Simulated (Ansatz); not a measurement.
# TaN: the cost of one run

Computed with Ansatz 0.2.0 (DFT PBE, scalar-relativistic, plane waves, PAW, unless a step's input says otherwise).

## (1) Starting point

The structure is hexagonal, space group P6_3mc (No. 186). Conventional cell: a = 3.050 Å, b = 3.050 Å, c = 4.940 Å, α = 90.00°, β = 90.00°, γ = 120.00°. Ta (site symmetry 3m) has 4 N at 1.85 to 1.90 Å in its first shell of neighbours. N (site symmetry 3m) is surrounded by 4 Ta at 1.85 to 1.90 Å.

Structure file:

```
CELL_PARAMETERS angstrom
-4.57500 2.64138 4.94000
4.57500 -2.64138 4.94000
4.57500 7.92413 -4.94000
ATOMIC_POSITIONS crystal
Ta 0.16667 0.00000 0.16667
Ta 0.66667 0.50000 0.16667
Ta 0.50000 0.83333 0.33333
Ta 0.00000 0.33333 0.33333
Ta 0.83333 0.66667 0.50000
Ta 0.33333 0.16667 0.50000
Ta 0.16667 0.50000 0.66667
Ta 0.66667 0.00000 0.66667
Ta 0.50000 0.33333 0.83333
Ta 0.00000 0.83333 0.83333
Ta 0.83333 0.16667 0.00000
Ta 0.33333 0.66667 0.00000
Ta 0.25000 0.41667 0.16667
Ta 0.75000 0.91667 0.16667
Ta 0.58333 0.25000 0.33333
Ta 0.08333 0.75000 0.33333
Ta 0.91667 0.08333 0.50000
Ta 0.41667 0.58333 0.50000
Ta 0.25000 0.91667 0.66667
Ta 0.75000 0.41667 0.66667
Ta 0.58333 0.75000 0.83333
Ta 0.08333 0.25000 0.83333
Ta 0.91667 0.58333 0.00000
Ta 0.41667 0.08333 0.00000
N 0.35917 0.19250 0.16667
N 0.85917 0.69250 0.16667
N 0.69250 0.02583 0.33333
N 0.19250 0.52583 0.33333
N 0.02583 0.85917 0.50000
N 0.52583 0.35917 0.50000
N 0.35917 0.69250 0.66667
N 0.85917 0.19250 0.66667
N 0.69250 0.52583 0.83333
N 0.19250 0.02583 0.83333
N 0.02583 0.35917 0.00000
N 0.52583 0.85917 0.00000
N 0.44250 0.60917 0.16667
N 0.94250 0.10917 0.16667
N 0.77583 0.44250 0.33333
N 0.27583 0.94250 0.33333
N 0.10917 0.27583 0.50000
N 0.60917 0.77583 0.50000
N 0.44250 0.10917 0.66667
N 0.94250 0.60917 0.66667
N 0.77583 0.94250 0.83333
N 0.27583 0.44250 0.83333
N 0.10917 0.77583 0.00000
N 0.60917 0.27583 0.00000
```

The runs take a perfect supercell of 48 atoms; the defect goes to fractional position (0.167, 0.000, 0.167).

## (2) The perfect supercell

Contents of input.yaml:

```yaml
crystal:
  lattice:
    - [-4.575, 2.641377, 4.94]
    - [4.575, -2.641377, 4.94]
    - [4.575, 7.924132, -4.94]
  atoms:
    - { symbol: Ta, position: [0.166666, 0.0, 0.166667] }
    - { symbol: Ta, position: [0.666666, 0.5, 0.166667] }
    - { symbol: Ta, position: [0.5, 0.833334, 0.333333] }
    - { symbol: Ta, position: [0.0, 0.333334, 0.333333] }
    - { symbol: Ta, position: [0.833333, 0.666667, 0.5] }
    - { symbol: Ta, position: [0.333333, 0.166667, 0.5] }
    - { symbol: Ta, position: [0.166666, 0.5, 0.666667] }
    - { symbol: Ta, position: [0.666666, 0.0, 0.666667] }
    - { symbol: Ta, position: [0.5, 0.333334, 0.833333] }
    - { symbol: Ta, position: [0.0, 0.833334, 0.833333] }
    - { symbol: Ta, position: [0.833333, 0.166667, 0.0] }
    - { symbol: Ta, position: [0.333333, 0.666667, 0.0] }
    - { symbol: Ta, position: [0.25, 0.416666, 0.166667] }
    - { symbol: Ta, position: [0.75, 0.916666, 0.166667] }
    - { symbol: Ta, position: [0.583334, 0.25, 0.333333] }
    - { symbol: Ta, position: [0.083334, 0.75, 0.333333] }
    - { symbol: Ta, position: [0.916667, 0.083333, 0.5] }
    - { symbol: Ta, position: [0.416667, 0.583333, 0.5] }
    - { symbol: Ta, position: [0.25, 0.916666, 0.666667] }
    - { symbol: Ta, position: [0.75, 0.416666, 0.666667] }
    - { symbol: Ta, position: [0.583334, 0.75, 0.833333] }
    - { symbol: Ta, position: [0.083334, 0.25, 0.833333] }
    - { symbol: Ta, position: [0.916667, 0.583333, 0.0] }
    - { symbol: Ta, position: [0.416667, 0.083333, 0.0] }
    - { symbol: "N", position: [0.359166, 0.1925, 0.166667] }
    - { symbol: "N", position: [0.859166, 0.6925, 0.166667] }
    - { symbol: "N", position: [0.6925, 0.025834, 0.333333] }
    - { symbol: "N", position: [0.1925, 0.525834, 0.333333] }
    - { symbol: "N", position: [0.025833, 0.859167, 0.5] }
    - { symbol: "N", position: [0.525833, 0.359167, 0.5] }
    - { symbol: "N", position: [0.359166, 0.6925, 0.666667] }
    - { symbol: "N", position: [0.859166, 0.1925, 0.666667] }
    - { symbol: "N", position: [0.6925, 0.525834, 0.833333] }
    - { symbol: "N", position: [0.1925, 0.025834, 0.833333] }
    - { symbol: "N", position: [0.025833, 0.359167, 0.0] }
    - { symbol: "N", position: [0.525833, 0.859167, 0.0] }
    - { symbol: "N", position: [0.4425, 0.609166, 0.166667] }
    - { symbol: "N", position: [0.9425, 0.109166, 0.166667] }
    - { symbol: "N", position: [0.775834, 0.4425, 0.333333] }
    - { symbol: "N", position: [0.275834, 0.9425, 0.333333] }
    - { symbol: "N", position: [0.109167, 0.275833, 0.5] }
    - { symbol: "N", position: [0.609167, 0.775833, 0.5] }
    - { symbol: "N", position: [0.4425, 0.109166, 0.666667] }
    - { symbol: "N", position: [0.9425, 0.609166, 0.666667] }
    - { symbol: "N", position: [0.775834, 0.9425, 0.833333] }
    - { symbol: "N", position: [0.275834, 0.4425, 0.833333] }
    - { symbol: "N", position: [0.109167, 0.775833, 0.0] }
    - { symbol: "N", position: [0.609167, 0.275833, 0.0] }
basis:
  ecutwfc: 420
  fft_grid_basis: typed
kpoints:
  mp_grid: { grid: [2, 2, 2] }
hamiltonian:
  xc: pbe
  pseudopotentials: { kind: paw }
scf:
  occupations: { method: gaussian, width: 0.05 }
output:
  forces: true
  stress: false
  eigenvalues: true
  bader: false
  write_density: true
  volumetric_format: npy
```

Command:

```
$ ansatz run input.yaml --threads 8 --pin off --max-ram 16384MiB --backend cpu --events-out ev --progress --plain --runs-dir out
```

What time and memory should one allow on 8 threads of Arm Neoverse V2, shared host?

About 5.4 s, with a peak of 2.9 GiB.
